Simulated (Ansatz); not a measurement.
Ta: competing structures (sheets)

All numbers below come from Ansatz 0.2.0, DFT PBE, scalar-relativistic, plane waves, PAW. Settings: cutoff 420 eV, Γ-centred meshes spaced at most about 0.3 Å⁻¹, and about 0.25 Å⁻¹ or finer for metals (2π included), Gaussian smearing. No spin polarisation.

Energies count from the standard state of Ta at the same level.

These are static total energies at zero pressure. Only the structures computed here compete, so a lower one can exist. Spin–orbit coupling, which can matter for Ta, is left out.

Invented guesses were relaxed alike, and ends that match in structure were merged. ΔE counts from the first row. Coordination counts all near atoms (those within 1.25 times the shortest distance at each site). All are two-dimensional sheets, periodic along a and b, with vacuum along c.

```
#  reached from      layer group  atoms  Å²/atom  coordination  ΔE (meV/atom)  gap on mesh (eV)
1  random sheet  p4/nmm (No. 64)      2      3.7          Ta 8              0              0.00
2  random sheet  p4/mmm (No. 61)      2      3.7          Ta 5            682              0.00
3  random sheet  p4/mmm (No. 61)      1      6.7          Ta 4           1615              0.00
```

The lowest: Layer group p4/nmm (No. 64), a = 2.719 Å, b = 2.719 Å, γ = 90.0°, thickness 2.24 Å between the outermost nuclei. Ta at height 2.24 Å has 8 Ta at 2.72–2.95 Å. Its energy over the standard state is +1.24 eV/atom. So it is a metastable form at best.

```cif
data_structure
_symmetry_space_group_name_H-M 'P 1'
_symmetry_Int_Tables_number 1
_cell_length_a 2.7190
_cell_length_b 2.7190
_cell_length_c 28.4866
_cell_angle_alpha 90.000
_cell_angle_beta 90.000
_cell_angle_gamma 90.000
_cell_volume 210.60
loop_
_atom_site_label
_atom_site_type_symbol
_atom_site_fract_x
_atom_site_fract_y
_atom_site_fract_z
_atom_site_occupancy
Ta1 Ta 0.00000 0.50000 0.30264 1
Ta2 Ta 0.50000 0.00000 0.22393 1
```

The second: Layer group p4/mmm (No. 61), a = 2.715 Å, b = 2.715 Å, γ = 90.0°, thickness 2.62 Å between the outermost nuclei. Ta at height 2.62 Å has 5 Ta at 2.62–2.71 Å. Counting all near atoms, the first has Ta 8 and the second has Ta 5. Cells relaxed within their symmetry can be saddle points.

```
CELL_PARAMETERS angstrom
2.71467 0.00000 0.00000
0.00000 2.71467 0.00000
0.00000 0.00000 29.03899
ATOMIC_POSITIONS crystal
Ta 0.50000 0.50000 0.32068
Ta 0.50000 0.50000 0.23030
```

Some candidate types were left out of the draw beforehand, so a known form may be missing.
